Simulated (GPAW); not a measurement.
Set up this calculation in GPAW 26.7.0, as an ASE script.

| Property | Result |
| --- | --- |
| Task | relaxation of cell and atoms |
| Functional | PBEsol |
| Potentials or basis | PAW data sets generated in the run's folder for this functional |
| Cutoff | 600 eV |
| Basis | pw |
| k mesh | 11 × 11 × 11 |
| Occupations | fermi-dirac, width 0.05 eV |
| Spin | no spin polarisation |
| Maxiter | 150 |
| Optimizer | BFGS |
| Fmax | 0.02 eV/Å |
| Max steps | 60 |
| Convergence | density=1e-05 forces=0.0001 |

Crystal: Al.

```
CELL_PARAMETERS angstrom
0.00000 2.02481 2.02481
2.02481 0.00000 2.02481
2.02481 2.02481 0.00000
ATOMIC_POSITIONS crystal
Al 0.00000 0.00000 0.00000
```

One way to write it, as run:

run.py

```python
from ase import Atoms
from ase.filters import FrechetCellFilter
from ase.io import write
from ase.optimize import BFGS
from gpaw import GPAW, PW, setup_paths

setup_paths.insert(0, '.')

atoms = Atoms(['Al'],
              cell=[[0.0, 2.024805, 2.024805],
                    [2.024805, 0.0, 2.024805],
                    [2.024805, 2.024805, 0.0]],
              scaled_positions=[[0.0, 0.0, 0.0]],
              pbc=True)

calc = GPAW(mode=PW(600),
            xc='PBEsol',
            kpts={'size': (11, 11, 11), 'gamma': True},
            occupations={'name': 'fermi-dirac', 'width': 0.05},
            nbands=7,
            convergence={'density': 1e-05, 'forces': 0.0001},
            maxiter=150,
            txt='gpaw.txt')
atoms.calc = calc
opt = BFGS(FrechetCellFilter(atoms), trajectory='relax.traj', logfile='-')
done = opt.run(fmax=0.02, steps=60)
calc.write('gs.gpw')
write('result.traj', atoms)
print('Converged:', done)
print('Cell:', atoms.cell.cellpar().round(4))
print('Volume:', round(atoms.get_volume(), 4))
print(atoms.get_scaled_positions().round(5))
```

Potentials or basis: PAW data sets generated in the run's folder for this functional, pw.

Run with:

```sh
$ gpaw-setup -f PBEsol Al
$ OMP_NUM_THREADS=1 python run.py
```

It gave:

| Property | Result |
| --- | --- |
| Relaxed volume | 16.23 Å³/atom |
| Relaxed cell | a = 2.842 Å, b = 2.842 Å, c = 2.842 Å, α = 60.00°, β = 60.00°, γ = 60.00° |
| Space group after relaxing (to 0.05 Å) | Fm-3m (No. 225) |
| Energy gained by relaxing | 2.1 meV/atom |
| Ionic steps | 3 |
| Pressure after relaxing | 0.0 GPa |
| Band gap on the k mesh | none (metal or under the smearing width) |

Caveat: later steps reuse the first step's grids.

Wall time 13 s on 1 thread of Intel(R) Xeon(R) 6975P-C (Granite Rapids), with other jobs on the host, peak memory 0.14 GiB.
